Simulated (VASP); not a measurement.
Here is a VASP 6.6.1 calculation.

Contents of POSCAR:

```
BN
1.0
    2.5064230000      0.0000000000      0.0000000000
   -1.2532120000      2.1706260000      0.0000000000
    0.0000000000      0.0000000000      6.6156260000
B N
2 2
Direct
    0.3333333000      0.6666667000      0.2500000000
    0.6666667000      0.3333333000      0.7500000000
    0.3333333000      0.6666667000      0.7500000000
    0.6666667000      0.3333333000      0.2500000000
```

The input INCAR.step1:

```
SYSTEM = BN
  PREC = Accurate
  ENCUT = 520
  EDIFF = 1E-5
  ISMEAR = 0
  SIGMA = 0.02
  LREAL = .False.
  LASPH = .True.
  NELM = 100
  ALGO = Normal
  ISIF = 2
  LWAVE = .True.
  LCHARG = .False.
  NBANDS = 16
  GGA = PE
```

INCAR.step2

```
SYSTEM = BN
  PREC = Accurate
  ENCUT = 520
  EDIFF = 1E-7
  ISMEAR = 0
  SIGMA = 0.02
  LREAL = .False.
  LASPH = .True.
  NELM = 100
  ALGO = Normal
  ISIF = 2
  LWAVE = .False.
  LCHARG = .False.
  GGA = PE
  LHFCALC = .True.
  HFSCREEN = 0.2
  PRECFOCK = Fast
  NBANDS = 16
  ISTART = 1
```

Contents of KPOINTS:

```
Automatic mesh
0
Gamma
  9 9 4
  0 0 0
```

KPOINTS_OPT

```
path GMKGALHA,LM,KH
10
line-mode
reciprocal
 0.0000000000  0.0000000000  0.0000000000  G
 0.5000000000  0.0000000000  0.0000000000  M

 0.5000000000  0.0000000000  0.0000000000  M
 0.3333333333  0.3333333333  0.0000000000  K

 0.3333333333  0.3333333333  0.0000000000  K
 0.0000000000  0.0000000000  0.0000000000  G

 0.0000000000  0.0000000000  0.0000000000  G
 0.0000000000  0.0000000000  0.5000000000  A

 0.0000000000  0.0000000000  0.5000000000  A
 0.5000000000  0.0000000000  0.5000000000  L

 0.5000000000  0.0000000000  0.5000000000  L
 0.3333333333  0.3333333333  0.5000000000  H

 0.3333333333  0.3333333333  0.5000000000  H
 0.0000000000  0.0000000000  0.5000000000  A

 0.5000000000  0.0000000000  0.5000000000  L
 0.5000000000  0.0000000000  0.0000000000  M

 0.3333333333  0.3333333333  0.0000000000  K
 0.3333333333  0.3333333333  0.5000000000  H
```

Potentials or basis: VASP PAW PBE potentials, release 64 (B, N).

Run with:

```bash
$ cat potpaw_PBE.64/B/POTCAR potpaw_PBE.64/N/POTCAR > POTCAR
$ cp INCAR.step1 INCAR
$ mpirun -np 1 vasp_std > vasp.out
$ cp INCAR.step2 INCAR
$ mpirun -np 1 vasp_std > vasp.out
```

What does it give for the pressure?

-2.1 GPa.

Predict the band gap on the k mesh.

5.74 eV, indirect (least direct gap 6.06 eV).

Predict the band gap along the path.

5.56 eV, indirect (least direct gap 6.06 eV).

Stress tensor (GPa, compression positive):
```
-4.38  0.00  0.00
 0.00 -4.38  0.00
 0.00  0.00  2.34
```

Caveat: the PAW data sets were made with another functional, which shifts forces and pressure a little; the mesh misses the band edges, which the band path finds closer together; this functional lacks dispersion, which binds the layers, so the pressure and a relaxed spacing across them are unreliable.
